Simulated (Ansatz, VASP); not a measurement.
Two plane-wave programs on GaP

```xyz
2
Lattice="0.0000 2.6026 2.7252 2.7252 0.0000 2.7252 2.7252 2.6026 0.0000" Properties=species:S:1:pos:R:3 pbc="T T T"
Ga    0.0000    0.0000    0.0000
P     4.0879    3.9039    4.0879
```

Change from the starting cell: strain -0.0450 x Voigt [0, 1, 0, 0, 0, 0], atoms carried along.

Alike in both runs: task single point; functional LDA; k mesh 8 × 8 × 8; occupations gaussian, width 0.05 eV; no spin polarisation.

```csv
,VASP,Ansatz
version,VASP 6.6.1,Ansatz 0.2.0
potentials or method,"VASP PAW LDA potentials, release 64 (Ga_d, P)","scalar-relativistic, plane waves, PAW"
plane-wave cutoff (eV),520,420
valence electrons in the cell,18,18
```

Ansatz gave:

* gap on the k mesh at the Fermi level (eV): 0.97
* least direct gap on the mesh (eV): 1.81
* pressure (GPa): 1.2
* largest component of the traceless stress (GPa): 2.20

Question: Which values does VASP return?

Answer: gap on the k mesh at the Fermi level (eV): 0.97; least direct gap on the mesh (eV): 1.84; pressure (GPa): 1.3; largest component of the traceless stress (GPa): 2.20.

A k mesh can miss the band edges.
